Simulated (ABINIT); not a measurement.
The system is GaP.

```
Ga P
1.0
     0.00000    2.72525    2.72525
     2.72525    0.00000    2.72525
     2.72525    2.72525    0.00000
Ga P
1 1
Direct
  0.00000 0.00000 0.00000
  0.75000 0.75000 0.75000
```

```yaml
Program: ABINIT 10.8.3 (patched build)
Task: relaxation of cell and atoms
Functional: PBE
Potentials_or_basis: PseudoDojo NC FR PBE v0.4 standard
Cutoff: 1088 eV
k_mesh: 6 × 6 × 6
Occupations: fermi-dirac, width 0.05 eV
Spin: spin-orbit coupling, no magnetisation
```

At the start: pressure 2.7 GPa; volume 20.24 Å³/atom.

How do energy, volume and symmetry change on relaxing?

Over 4 steps the energy falls by 5.4 meV/atom and the volume is 20.90 Å³/atom (+3.3 %); space group F-43m (No. 216, to 0.05 Å).

Step by step:
```
step  energy change (eV)  largest force (eV/Å)  pressure (GPa)  volume (Å³)
   1              0.0000                0.0000            2.67        40.48
   2             -0.0048                0.0000            1.96        40.81
   3             -0.0107                0.0000            0.08        41.76
   4             -0.0107                0.0000            0.00        41.81
```

Final structure:
```
Ga P
1.0
     0.00000    2.75467    2.75467
     2.75467    0.00000    2.75467
     2.75467    2.75467    0.00000
Ga P
1 1
Cartesian
  0.0000 0.0000 0.0000
  4.1320 4.1320 4.1320
```
